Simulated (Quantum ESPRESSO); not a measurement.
MoS2:

```
Mo S
1.0
     3.38320   -0.00775    0.09002
    -1.69832    2.75689    0.15095
     0.17607    0.44256    6.38919
Mo S
1 2
Direct
  0.78387 0.79644 0.53813
  0.42424 0.76328 0.25217
  0.79189 0.44029 0.70970
```

The cell comes from a database or a generator and needn't be the stable form of this composition.

| Quantity | Value |
| --- | --- |
| Program | Quantum ESPRESSO 7.5 |
| Task | relaxation of the atoms |
| Functional | PW86PBE |
| Potentials or basis | GBRV 1.5 PBE |
| Cutoff | 612 eV |
| Density cutoff | 4898 eV |
| k mesh | 6 × 7 × 3, shifted |
| Occupations | cold, width 0.136 eV |
| Spin | no spin polarisation |

At the start: volume 19.72 Å³/atom.

Q: Where does the relaxation end?

A: Over 26 steps the energy falls by 5066.4 meV/atom; space group P1 (No. 1, to 0.05 Å).

The path:
| step | energy change (eV) | largest force (eV/Å) |
| --- | --- | --- |
| 1 | 0.0000 | 56.7556 |
| 2 | -11.8468 | 5.7200 |
| 3 | -12.7665 | 4.2158 |
| 4 | -13.2875 | 3.5371 |
| 5 | -13.6675 | 2.1738 |
| 6 | -13.7745 | 1.1175 |
| 7 | -13.8136 | 1.0604 |
| 8 | -13.8554 | 0.9796 |
| 9 | -13.9158 | 1.2227 |
| 10 | -14.0006 | 1.5668 |
| 11 | -14.0374 | 2.6908 |
| 12 | -14.1352 | 3.4292 |
| 13 | -14.2517 | 3.8439 |
| 14 | -14.4302 | 4.0684 |
| 15 | -14.6703 | 3.7727 |
| 16 | -14.9206 | 2.8482 |
| 17 | -15.1198 | 1.5373 |
| 18 | -15.1734 | 0.6011 |
| 19 | -15.1818 | 0.5132 |
| 20 | -15.1874 | 0.4252 |
| 21 | -15.1926 | 0.3152 |
| 22 | -15.1975 | 0.1597 |
| 23 | -15.1988 | 0.1055 |
| 24 | -15.1991 | 0.0453 |
| 25 | -15.1992 | 0.0165 |
| 26 | -15.1992 | 0.0106 |

Final structure:
```
Mo S
1.0
     3.38320   -0.00775    0.09002
    -1.69832    2.75689    0.15095
     0.17607    0.44256    6.38919
Mo S
1 2
Direct
  0.77561 0.88418 0.49995
  0.17893 0.63979 0.25655
  0.04546 0.47603 0.74350
```

Caveat: the potentials were made for another functional, which shifts forces and pressure; this smearing can shift energies of a crystal with a gap.
